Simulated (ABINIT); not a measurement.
Crystal: Hf.

```
Hf
1.0
     3.19670    0.00000    0.00000
    -1.59835    2.76842    0.00000
     0.00000    0.00000    5.05780
Hf
2
Direct
  0.66667 0.33333 0.75000
  0.33333 0.66667 0.25000
```

Base run:

- Program: ABINIT 10.8.3 (patched build)
- Functional: r2SCAN
- Potentials or basis: JTH PAW PBE v2.0
- Cutoff: 626 eV
- k mesh: 10 × 10 × 5
- Occupations: fermi-dirac, width 0.05 eV
- Spin: no spin polarisation

Its results: band gap on the k mesh none (metal or under the smearing width); pressure -0.3 GPa.

**Question.** After a change of settings the same cell gave: band gap on the k mesh none (metal or under the smearing width); pressure -6.6 GPa. Which change was it?
A. potentials or basis from JTH PAW PBE v2.0 to SG15 NC PBE v1.2; cutoff from 626 eV to 980 eV; valence electrons from 24 to 52
B. potentials or basis from JTH PAW PBE v2.0 to PseudoDojo NC SR PBE v0.4.1 standard; cutoff from 626 eV to 952 eV
C. potentials or basis from JTH PAW PBE v2.0 to Ansatz PAW PBE default generated set, frozen core; cutoff from 626 eV to 490 eV; fine-grid cutoff from 1224.51 eV to 979.61 eV; valence electrons from 24 to 52

**Answer.** A.

Caveats: spin-orbit coupling is left out, which moves the levels of the heavy elements; the PAW data sets were made with another functional, which shifts forces and pressure a little (some runs); the potentials were made for another functional, which shifts forces and pressure (some runs).
